# Smearing and tetrahedra in a rhodium cell: eight questions

Two conversions help in judging the errors of a metal calculation. A pressure of 1 GPa, multiplied by the volume of one rhodium atom in this cell, is an energy of nearly 0.1 eV. In a metal with a bulk modulus of roughly 300 GPa, a rough figure for rhodium, the same 1 GPa shifts the volume by about 0.3 %. An error can therefore be small on one of these scales and noticeable on the other.

GPAW 26.7.0 calculations with LDA, without spin polarisation, for a fixed two-atom hexagonal cell of Rh (P6_3/mmc, 14.30 Å³/atom), with PAW data sets (gpaw-data 1.2.1), a 600 eV plane-wave cutoff and an 8×8×5 k mesh. Only the smearing or tetrahedron method varies; energies are extrapolated to zero smearing width and counted from the improved tetrahedron method.

```tsv
sweep value	energy less tightest (meV/atom)	pressure (GPa)	gap (eV)	scf iterations
fermi-dirac	1.48	-17.087	0.000	10
gaussian	1.94	-17.626	0.000	10
marzari-vanderbilt	2.71	-17.739	0.000	10
methfessel-paxton	1.94	-17.626	0.000	10
tetrahedron-method	57.39	-16.652	0.000	10
improved-tetrahedron-method	0.00	-17.717	0.000	10
```

The column "energy less tightest" counts energies from the improved tetrahedron method. That row is a common zero for the comparison and need not be the exact answer. A negative pressure means that the cell is stretched and would shrink if it were free to do so.

## 1. Which choice changes the energy most?

The linear tetrahedron method does, by a wide margin. It lies 57 meV/atom above the improved version, while no smearing function lies more than 3 meV/atom above it. The atoms, the mesh and the functional are the same in every row. What differs is how the program decides which electron states are filled, and how it sums over them between the mesh points.

The near agreement of the smearing rows with the improved tetrahedra matters here. These methods treat the edge of the filled states in quite different ways, yet they reach almost the same energy. This points to the linear tetrahedra as the source of the large difference.

## 2. Why do linear tetrahedra give too high an energy?

The method divides the space of electron wave vectors into small tetrahedra and joins the band energies at their corners by straight lines. A real band is curved. Where it bends upwards, like a bowl, the straight line runs above it and the energy comes out too high; where it bends downwards, the energy comes out too low. For a completely filled band the two errors cancel to leading order, because the band is periodic and its curvature averages to zero.

A metal has partly filled bands, and there the cancellation fails. The curvature summed over the filled region equals the total slope of the band through the boundary of that region, which is the Fermi surface. Going outwards through this surface always means going up in energy, so each part of it contributes with the same sign. The filled states therefore bend upwards on balance, and the linear method overestimates their energy.

The improved method, due to Blöchl, adds the leading correction for this curvature. Theory thus fixes the sign of the difference between the two tetrahedron rows, and the table shows that sign.

## 3. What pressure error should come with this energy error?

Pressure is the rate at which energy falls as the volume grows, so the question is how the energy error changes with volume. On a mesh with a fixed number of points, the error grows in proportion to the band width. The electrons at the Fermi surface of rhodium are mainly d electrons. The coupling between d orbitals on neighbouring atoms falls off roughly as the fifth power of their distance, so the band width varies with the volume V as V^(−5/3).

An energy error ΔE that follows this law adds a pressure

ΔP = (5/3) ΔE / V.

The values for this cell are ΔE = 0.0574 eV and V = 14.30 Å³ per atom. They give 0.00669 eV/Å³, and since 1 eV/Å³ is 160.2 GPa, the estimate is 1.07 GPa.

The computed difference between the two tetrahedron rows is 1.065 GPa, almost the same. The estimate took its energy from the table, but the pressure of the linear tetrahedron row was not used to make it. Free-electron bands would have an exponent of 2/3 in place of 5/3 and would give only 0.43 GPa. The pressure thus supports an error that scales with the d-band width, although rhodium also has some broader s and p bands and an agreement this close is better than so simple a law deserves. One caution applies to the reference row: with the improved correction the energy of a metal is not stationary in the occupations, so the computed stress need not be the exact slope of the energy.

## 4. Why does Fermi-Dirac agree in energy but stand apart in pressure?

Its energy is only 1.5 meV/atom above the reference, yet its pressure is 0.63 GPa higher. The likely reason lies in what each column measures. The Fermi-Dirac energy is extrapolated to zero smearing width, whereas the pressure belongs to the electrons as they were actually smeared.

Smearing lifts some electrons from just below the Fermi level to just above it. This raises their band energy, but it also brings an entropy term that lowers the free energy by twice as much. The net lowering is

ΔF = −½ D σ² M,

where D is the density of states at the Fermi level, σ is the smearing width and M is a number set by the shape of the smearing function. Extrapolation removes this term from the printed energy.

The pressure keeps it. The self-consistent occupations make the free energy stationary, so the computed stress is the volume derivative of the free energy and not of the extrapolated energy. When the cell expands, the d bands narrow and D rises, which makes the lowering larger. The smeared electrons therefore gain from expansion and push outwards, and the pressure becomes less negative.

The size of the hidden term can be estimated by running the argument of question 3 backwards. If D grows as V^(5/3), an extra 0.63 GPa corresponds to a free-energy lowering of some tens of meV per atom. That is far more than the offset left in the energy column. A good extrapolated energy is thus no evidence of an equally good pressure.

## 5. Can the Fermi-Dirac row foretell the other smearing rows?

It can if all the functions were used with the same nominal width, which is an assumption. To leading order in the width, the pressure shift is then proportional to M, the second moment of the smearing function, and the density of states drops out of the ratio between two functions. M is π²/3 for Fermi-Dirac, with its long tails, and ½ for Gaussian smearing. For Marzari-Vanderbilt smearing it is zero, because that function has a negative part designed to cancel the quadratic term.

The Fermi-Dirac shift should therefore be 2π²/3, or about 6.6, times the Gaussian one. Starting from 0.63 GPa, this predicts a Gaussian shift of 0.10 GPa, against 0.09 GPa computed. For Marzari-Vanderbilt the prediction is no shift, and the computed pressure lies 0.02 GPa below the reference. The improved tetrahedron and Fermi-Dirac rows set the two constants of this model; the Gaussian and Marzari-Vanderbilt rows test it.

The exact ratio depends on which row serves as the zero. It is 6.9 if counted from the improved tetrahedra and 5.8 if counted from Marzari-Vanderbilt, so the expected value lies between them. This supports both the mechanism and the assumption of equal widths, but it does not fix the ratio to better than about one part in ten.

## 6. Why are the Methfessel-Paxton and Gaussian rows identical?

Methfessel-Paxton smearing is a family of functions, and its lowest member, order zero, is the Gaussian itself. Both rows give the same energy and the same pressure, as they should if order zero was used. They count as one result. Their agreement is no measure of accuracy, and it should not be carried over to the higher orders of the family, which are different functions.

## 7. What would change with a finer mesh, a narrower smearing or another material?

The two errors answer to different settings. The error of the linear tetrahedra comes from the distance between mesh points and should fall as the square of that distance. Halving the spacing would reduce 57 meV/atom to about 14. Reaching 1 meV/atom would take a mesh about 7.6 times finer in each direction, with more than 400 times as many points before symmetry is used. The improved method removes most of the error on the present mesh.

For Fermi-Dirac and Gaussian smearing, the pressure shift comes from the width and should fall as its square. Half the width would reduce the Fermi-Dirac shift from 0.63 to about 0.16 GPa. A narrower width may also need a finer mesh, because a sharper edge of the filled states is harder to sample. A finer mesh at the same width would leave this shift largely in place, because it belongs to the smeared electrons themselves. Both forecasts rest on the leading terms of theory, since the table contains one mesh and one width for each function.

The same reasoning tells what to look for in another material. Both effects come from the Fermi surface. In an insulator with a gap much wider than the smearing, their leading terms vanish. In a metal with broad, free-electron-like bands they remain, but an energy term of the same size would cause a smaller pressure shift, because such bands respond less strongly to volume.

## 8. Which digits can be trusted?

For the energy of this cell on this mesh, the choice among the smearing functions and the improved tetrahedra matters at the level of 3 meV/atom. The hundredths of a meV in the table are useful for recognising identical calculations, but they do not rank the methods by accuracy. All rows share one mesh, and a mesh error common to all of them cancels from the differences. Only a series of finer meshes would reveal it.

For the pressure, the first digit after the decimal point already depends on the smearing. The Fermi-Dirac shift of 0.63 GPa corresponds to roughly 0.2 % in volume, which matters when a lattice constant is wanted to high precision. The linear tetrahedra shift the pressure by more than 1 GPa. The Gaussian, Marzari-Vanderbilt and improved tetrahedron rows agree to about 0.1 GPa.

The pressure, between −16.7 and −17.7 GPa in all rows, is itself a property of the chosen cell, a stretched hexagonal form of a metal whose stable form is face-centred cubic. It also depends on the functional: LDA tends to make equilibrium volumes too small, so a given cell looks more stretched than it should. The value is not a prediction for rhodium in the laboratory. What carries over to other metals is the habit of checking pressure separately from energy: a finer mesh for tetrahedra, and a narrower width or a function with zero second moment for smearing.
